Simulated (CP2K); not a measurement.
Runs of CP2K 2026.2 on La. The structure is cubic, space group Im-3m (No. 229). Conventional cell: a = 4.248 Å, b = 4.248 Å, c = 4.248 Å, α = 90.00°, β = 90.00°, γ = 90.00°. Around La (site symmetry m-3m) lie 8 La at 3.68 Å. This isn't the form of La at room conditions, which is double hcp.

```tsv
task	level	potentials or basis	smearing	EPS_DEFAULT	NGRIDS	potentials	points a segment of the path (NPOINTS)	bands added on the path	gap on the mesh (eV)	pressure (GPa)
band structure	r2SCAN	POTENTIAL_UZH La GTH-SCAN-q11; TZVP-MOLOPT-SR-GTH basis	fermi-dirac 0.0259 eV	1.0E-9	4	La GTH-SCAN-q11 of POTENTIAL_UZH	8	4	none	0.5
single point	LDA	GTH_POTENTIALS La GTH-PADE-q11; TZVP-MOLOPT-SR-GTH basis	gaussian 0.1 eV	1.0E-10	4	La GTH-PADE-q11 of GTH_POTENTIALS	-	-	none	-3.0
band structure	LDA	GTH_POTENTIALS La GTH-PADE-q11; TZVP-MOLOPT-SR-GTH basis	fermi-dirac 0.1 eV	1.0E-9	5	La GTH-PADE-q11 of GTH_POTENTIALS	10	2	none	-2.9
band structure	r2SCAN	POTENTIAL_UZH La GTH-SCAN-q11; TZVP-MOLOPT-SR-GTH basis	fermi-dirac 0.05 eV	1.0E-9	5	La GTH-SCAN-q11 of POTENTIAL_UZH	6	2	none	0.5
band structure	LDA	GTH_POTENTIALS La GTH-PADE-q11; TZVP-MOLOPT-SR-GTH basis	fermi-dirac 0.01 eV	1.0E-9	5	La GTH-PADE-q11 of GTH_POTENTIALS	8	6	none	(a)
```

Alike in all rows: no spin polarisation; cell as given; k mesh 9 × 9 × 9.

Q: Estimate the missing entries.

A: (a) -3.1.

Caveats: the basis of atomic orbitals isn't converged, which shifts pressures, moduli and gaps.

A k mesh can miss the band edges, and the runs leave out spin-orbit coupling on La.

A gap of «none» marks a metal or a gap under the smearing width.

Not every run made on this cell is shown here.
